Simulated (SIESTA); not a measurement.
Crystal: YN.

```
CELL_PARAMETERS angstrom
0.00000 2.43850 2.43850
2.43850 0.00000 2.43850
2.43850 2.43850 0.00000
ATOMIC_POSITIONS crystal
Y 0.00000 0.00000 0.00000
N 0.50000 0.50000 0.50000
```

Base run:

- Program: SIESTA 5.4.2
- Functional: vdW-DF-cx
- Potentials or basis: PseudoDojo 0.4 standard (PBE files)
- Basis: DZP (energy shift 0.003 Ry; two zetas on semicore shells)
- Grid cutoff: 800 Ry
- Energy shift: 0.003 Ry
- k mesh: 9 × 9 × 9
- Occupations: fermi-dirac, width 0.05 eV
- Spin: no spin polarisation

Its results: band gap on the k mesh 0.08 eV, indirect (least direct gap 0.50 eV); pressure 0.5 GPa.

After a change of settings the same cell gave: band gap on the k mesh 0.24 eV, indirect (least direct gap 0.65 eV); pressure 10.1 GPa. Which change was it?
A. functional from vdW-DF-cx to AM05; potentials or basis from PseudoDojo 0.4 standard (PBE files) to PseudoDojo 0.4 standard (PBEsol files)
B. functional from vdW-DF-cx to LDA; potentials or basis from PseudoDojo 0.4 standard (PBE files) to PseudoDojo 0.4 standard (LDA files)
C. functional from vdW-DF-cx to BLYP
D. functional from vdW-DF-cx to PBEsol; potentials or basis from PseudoDojo 0.4 standard (PBE files) to PseudoDojo 0.4 standard (PBEsol files)

C.

Caveats: the potentials were made for another functional, which shifts forces and pressure; the basis of atomic orbitals isn't converged, which shifts pressures, moduli and gaps.

Not every run made on this cell is shown here.
